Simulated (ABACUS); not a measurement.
# AlN (P6_3mc) in ABACUS: equation of state

Aim: energy against volume of AlN in PBE, for its equilibrium volume and stiffness.

All numbers are computed with ABACUS 3.10.1; they aren't measurements. Logs are shortened: lines on timing, memory, paths and dates and some standing lists are left out, and cuts for length are marked.

## (1) The crystal as given

It takes space group P6_3mc (No. 186, hexagonal). The conventional cell has a = 3.113 Å, b = 3.113 Å, c = 4.981 Å, α = 90.00°, β = 90.00°, γ = 120.00°. Al (site symmetry 3m) has 4 N at 1.89 Å as nearest neighbours. N (site symmetry 3m) is surrounded by 4 Al at 1.89 Å.

## (2) Equation of state, PBE, 9.82 Å³/atom (volume scaled by 0.94)

Input file INPUT:

```
INPUT_PARAMETERS
suffix              AlN
calculation         scf
basis_type          pw
pseudo_dir          ./
symmetry            1
dft_functional      pbe
ecutwfc             84
pseudo_rcut         10
nspin               1
nbands              12
ks_solver           dav
smearing_method     fd
smearing_sigma      0.00367493
scf_thr             1e-08
scf_nmax            100
mixing_type         broyden
mixing_beta         0.7
cal_force           1
cal_stress          1
kpar                4
```

Input file STRU:

```
ATOMIC_SPECIES
Al 26.9815 Al.upf
N 14.0070 N.upf

LATTICE_CONSTANT
1.8897261246

LATTICE_VECTORS
3.0494515564 0.0000000000 0.0000000000
-1.5247257782 2.6409025155 0.0000000000
0.0000000000 0.0000000000 4.8793184075

ATOMIC_POSITIONS
Direct

Al
0.0
2
0.6666666667 0.3333333333 0.5000000000 1 1 1
0.3333333333 0.6666666667 0.0000000000 1 1 1

N
0.0
2
0.6666666667 0.3333333333 0.8800000000 1 1 1
0.3333333333 0.6666666667 0.3800000000 1 1 1
```

Input file KPT:

```
K_POINTS
0
Gamma
10 10 6 0 0 0
```

Potentials or basis: PseudoDojo NC SR 0.4.1 PBE standard, plane waves.

The run is started by

```console
$ OMP_NUM_THREADS=1 mpirun -np 4 abacus > log
```

running log:

```text
ABACUS v3.10.1

               Atomic-orbital Based Ab-initio Computation at UStc

 ------------------------------------------------------------------------------------

 READING GENERAL INFORMATION
                           global_out_dir = OUT.AlN/
                           global_in_card = INPUT
                               pseudo_dir = ./
                              orbital_dir =
                                    DSIZE = 4
                                    GSIZE = 1
[... 5 lines left out ...]

 READING ATOM TYPE 1
                               atom label = Al
                      L=0, number of zeta = 1
                      L=1, number of zeta = 1
                      L=2, number of zeta = 1
             number of atom for this type = 2

 READING ATOM TYPE 2
                               atom label = N
                      L=0, number of zeta = 1
                      L=1, number of zeta = 1
                      L=2, number of zeta = 1
             number of atom for this type = 2

                        TOTAL ATOM NUMBER = 4
DIRECT COORDINATES
    atom                   x                   y                   z     mag                  vx                  vy                  vz
taud_Al1            0.6666666667        0.3333333333        0.5000000000  0.0000        0.0000000000        0.0000000000        0.0000000000
taud_Al2            0.3333333333        0.6666666667        0.0000000000  0.0000        0.0000000000        0.0000000000        0.0000000000
taud_N1            0.6666666667        0.3333333333        0.8800000000  0.0000        0.0000000000        0.0000000000        0.0000000000
taud_N2            0.3333333333        0.6666666667        0.3800000000  0.0000        0.0000000000        0.0000000000        0.0000000000

                          Volume (Bohr^3) = 265.173
                             Volume (A^3) = 39.2946

 Lattice vectors: (Cartesian coordinate: in unit of a_0)
             +3.04945                  +0                  +0
             -1.52473             +2.6409                  +0
                   +0                  +0            +4.87932
 Reciprocal vectors: (Cartesian coordinate: in unit of 2 pi/a_0)
            +0.327928           +0.189329                  -0
                   -0           +0.378658                  -0
                   +0                  -0           +0.204947
 The esolver type has been set to : ksdft_pw

                PAO radial cut off (Bohr) = 10

 Read in pseudopotential file is Al.upf
                     pseudopotential type = NC
          exchange-correlation functional = PBE
                 nonlocal core correction = 1
                        valence electrons = 3
                                     lmax = 2
                           number of zeta = 2
                     number of projectors = 6
                           L of projector = 0
[... 5 lines left out ...]
                PAO radial cut off (Bohr) = 10

 Read in pseudopotential file is N.upf
                     pseudopotential type = NC
          exchange-correlation functional = PBE
                 nonlocal core correction = 1
                        valence electrons = 5
                                     lmax = 1
                           number of zeta = 2
                     number of projectors = 4
                           L of projector = 0
                           L of projector = 0
                           L of projector = 1
                           L of projector = 1
     initial pseudo atomic orbital number = 16

 SETUP THE ELECTRONS NUMBER
            electron number of element Al = 3
      total electron number of element Al = 6
             electron number of element N = 5
       total electron number of element N = 10
            AUTOSET number of electrons:  = 16
                           occupied bands = 8
                                   NBANDS = 12
                                   NLOCAL = 36

 SETUP THE PLANE WAVE BASIS
 energy cutoff for charge/potential (unit:Ry) = 336
            fft grid for charge/potential = [ 36, 36, 54 ]
                        fft grid division = [ 1, 1, 1 ]
        big fft grid for charge/potential = [ 36, 36, 54 ]
                                     nbxx = 69984
                                     nrxx = 69984

 SETUP PLANE WAVES FOR CHARGE/POTENTIAL
                    number of plane waves = 27593
                         number of sticks = 769

 PARALLEL PW FOR CHARGE/POTENTIAL
     PROC   COLUMNS(POT)             PW
        1            769          27593
 --------------- sum -------------------
        1            769          27593
                            number of |g| = 1344
                                  max |g| = 30.3924
                                  min |g| = 0
[... 57 lines left out ...]
                                   nkstot = 600
                       right hand lattice = 1
(for reciprocal lattice: )
                             BRAVAIS TYPE = 4
                     BRAVAIS LATTICE NAME = 04. Hexagonal cell
                                    ibrav = 4
                       right hand lattice = 1
(for k-lattice: )
                             BRAVAIS TYPE = 4
                     BRAVAIS LATTICE NAME = 04. Hexagonal cell
                                    ibrav = 4
                       right hand lattice = 1
                        ROTATION MATRICES = 24
                               nkstot_ibz = 56
K-POINTS REDUCTION ACCORDING TO SYMMETRY
     IBZ    DIRECT_X    DIRECT_Y    DIRECT_Z  WEIGHT  ibz2bz
       1  0.00000000  0.00000000  0.00000000  0.0017       0
       2 -0.10000000  0.10000000  0.00000000  0.0100       1
       3 -0.20000000  0.20000000  0.00000000  0.0100       2
       4 -0.30000000  0.30000000  0.00000000  0.0100       3
       5 -0.40000000  0.40000000  0.00000000  0.0100       4
       6  0.50000000  0.50000000  0.00000000  0.0050       5
[... 22 lines left out ...]
      29  0.00000000  0.00000000  0.33333333  0.0033     200
      30 -0.10000000  0.10000000  0.33333333  0.0200     201
[... 26 further k points ...]

                               nkstot now = 56
[... K-POINTS DIRECT COORDINATES: 56 rows ...]

           k-point number in this process = 14
       minimum distributed K point number = 14
[... stars of the k points ...]

[... K-POINTS CARTESIAN COORDINATES: 14 rows ...]

[... K-POINTS DIRECT COORDINATES: 14 rows ...]

 SETUP PLANE WAVES FOR WAVE FUNCTIONS
     energy cutoff for wavefunc (unit:Ry) = 84
              fft grid for wave functions = [ 36, 36, 54 ]
                    number of plane waves = 4795
                         number of sticks = 241

 PARALLEL PW FOR WAVE FUNCTIONS
     PROC   COLUMNS(POT)             PW
        1            241           4795
 --------------- sum -------------------
        1            241           4795

 SETUP NONLOCAL PSEUDOPOTENTIALS IN PLANE WAVE BASIS
 Al non-local projectors:
 projector 1 L=0
 projector 2 L=0
 projector 3 L=1
 projector 4 L=1
 projector 5 L=2
 projector 6 L=2
 N non-local projectors:
 projector 1 L=0
 projector 2 L=0
 projector 3 L=1
 projector 4 L=1
      TOTAL NUMBER OF NONLOCAL PROJECTORS = 52

 Init Non-Local PseudoPotential table :
 Init Non-Local-Pseudopotential done.

                                     npwx = 3477

 Make real space PAO into reciprocal space.
       max mesh points in Pseudopotential = 1001
     dq(describe PAO in reciprocal space) = 0.01
                                    max q = 1104

 number of pseudo atomic orbitals for Al is 2
WARNING: norm of atomic wavefunction # 1 of atomic type Al is 0.99999, renormalized
WARNING: norm of atomic wavefunction # 2 of atomic type Al is 0.998797, renormalized

 number of pseudo atomic orbitals for N is 2
WARNING: norm of atomic wavefunction # 2 of atomic type N is 0.999999, renormalized

 -------------------------------------------
 SELF-CONSISTENT
 -------------------------------------------
                                 init_chg = atomic

 PW ALGORITHM --------------- ION=   1  ELEC=   1--------------------------------

 Density error is 1.17793027741
                          Error Threshold = 0.01
----------------------------------------------------------
     Energy           Rydberg                 eV
----------------------------------------------------------
 E_KohnSham     -50.7477744439       -690.4588932562
 E_Harris       -46.1121632258       -627.3881669771
 E_Fermi        0.6135147832         8.3472968589
----------------------------------------------------------
[... 99 lines left out ...]
 Density error is 1.30206177466e-10
                          Error Threshold = 3.5505478196e-10
----------------------------------------------------------
     Energy           Rydberg                 eV
----------------------------------------------------------
 E_KohnSham     -51.1654017188       -696.1410038352
 E_KS(sigma->0) -51.1654017188       -696.1410038352
 E_Harris       -51.1654133395       -696.1411619429
 E_band         2.8515634208         38.7975107313
 E_one_elec     -0.7523834156        -10.2367015333
 E_Hartree      11.1413269336        151.5855295783
 E_xc           -17.1616697000       -233.4964951142
 E_Ewald        -44.3926755368       -603.9933367659
 E_entropy(-TS) -0.0000000000        -0.0000000000
 E_descf        0.0000000000         0.0000000000
 E_exx          0.0000000000         0.0000000000
 E_Fermi        0.6838213029         9.3038661333
----------------------------------------------------------

 charge density convergence is achieved
 final etot is -696.14100384 eV
 EFERMI = 9.3038661333 eV

 STATE ENERGY(eV) AND OCCUPATIONS    NSPIN == 1
 1/14 kpoint (Cartesian) = 0.0000 0.0000 0.0000 (3441 pws)
       1       -7.74880     0.00333333
       2       -5.40038     0.00333333
       3        1.51743     0.00333333
       4        6.91711     0.00333333
       5        6.91711     0.00333333
       6        7.58222     0.00333333
       7        7.58222     0.00333333
       8        7.77721     0.00333333
       9        12.5508    2.08973e-31
      10        14.9968    1.18755e-52
      11        18.8742    2.48667e-86
      12        19.4210        0.00000
[... 57 lines left out ...]
 6/14 kpoint (Cartesian) = 0.16396 0.28399 0.0000 (3466 pws)
       1       -5.60723      0.0100000
       2       -4.85213      0.0100000
       3        2.12448      0.0100000
       4        3.50126      0.0100000
       5        4.30273      0.0100000
       6        5.62950      0.0100000
       7        5.91999      0.0100000
       8        7.10011      0.0100000
       9        13.7340    3.31322e-41
      10        13.8359    4.32046e-42
      11        16.5327    1.62714e-65
      12        18.5243    8.17078e-83

[... levels at 8 further k points ...]

------------------------------------------------------------------------------------------
 TOTAL-FORCE (eV/Angstrom)
------------------------------------------------------------------------------------------
                       Al1         0.0000000000         0.0000000000        -0.1804809522
                       Al2         0.0000000000         0.0000000000        -0.1804809522
                        N1         0.0000000000         0.0000000000         0.1804809522
                        N2         0.0000000000         0.0000000000         0.1804809522
------------------------------------------------------------------------------------------

----------------------------------------------------------------
 TOTAL-STRESS (KBAR)
----------------------------------------------------------------
       173.5139136913         0.0000000000         0.0000000000
         0.0000000000       173.5139136851         0.0000000000
         0.0000000000         0.0000000000       185.9488071760
----------------------------------------------------------------
 TOTAL-PRESSURE: 177.658878 KBAR

 --------------------------------------------
 !FINAL_ETOT_IS -696.1410038351572211 eV
 --------------------------------------------
```

Run time: 8.8 s. Hardware: 4 MPI ranks of Intel Xeon 6975P-C (Granite Rapids), shared host; peak memory 0.36 GiB.

What came out:

- Free energy: -696.1410 eV
- Pressure: 17.8 GPa
- Largest force: 0.180 eV/Å
- Band gap on the k mesh: 4.77 eV, direct

Caveat: there are fewer bands than atomic start orbitals, so a level may be missed at k points of high symmetry.

(Part 1 of 2 ends here.)
